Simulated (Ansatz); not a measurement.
# SnTe: single point with PBE

The system is SnTe.

```
Te Sn
1.0
     0.00000    3.61115    3.61115
     3.61115    0.00000    3.61115
     3.61115    3.61115    0.00000
Te Sn
1 1
Direct
  0.25104 0.25696 0.24113
  0.00788 0.99528 0.99274
```

The cell comes from a database or a generator and needn't be the stable form of this composition.

The cell isn't the ideal one: atoms moved at random, drawn with an rms of 0.05 Å.

| Property | Result |
| --- | --- |
| Program | Ansatz 0.2.0 |
| Task | single point |
| Functional | PBE |
| Potentials or basis | Ansatz PAW |
| Cutoff | 420 eV (not typed: the program's choice for these potentials) |
| k mesh | 7 × 7 × 7 |
| Occupations | fermi-dirac, width 0.05 eV |
| Spin | no spin polarisation |

The pressure is 0.0 GPa and the largest force is 0.125 eV/Å. The band gap on the k mesh is 0.31 eV, indirect (least direct gap 0.83 eV).

Forces in eV/Å, atoms in the order of the input:
```
Te  -0.089  0.075 -0.046
Sn   0.089 -0.075  0.046
```

Stress tensor (GPa, compression positive):
```
-0.04 -0.11  0.18
-0.11 -0.04 -0.22
 0.18 -0.22 -0.04
```

Levels at points of the mesh, in eV from the valence-band top:
```
           k point  band 11  band 12  band 13  band 14  band 15  band 16  band 17  band 18  band 19
(0.00, 0.00, 0.00)   -11.37    -5.03    -1.89    -1.74    -1.70     1.10     1.14     1.27     4.28
```

Wall time 13 s on 2 threads of Arm Neoverse V2 (shared host), peak memory 0.59 GiB.

Caveat: odd divisions of the mesh miss points on the zone boundary, where band edges often lie, so the gap on the mesh can be too wide; spin-orbit coupling is left out, which moves the levels of the heavy elements. A k mesh can miss the band edges.
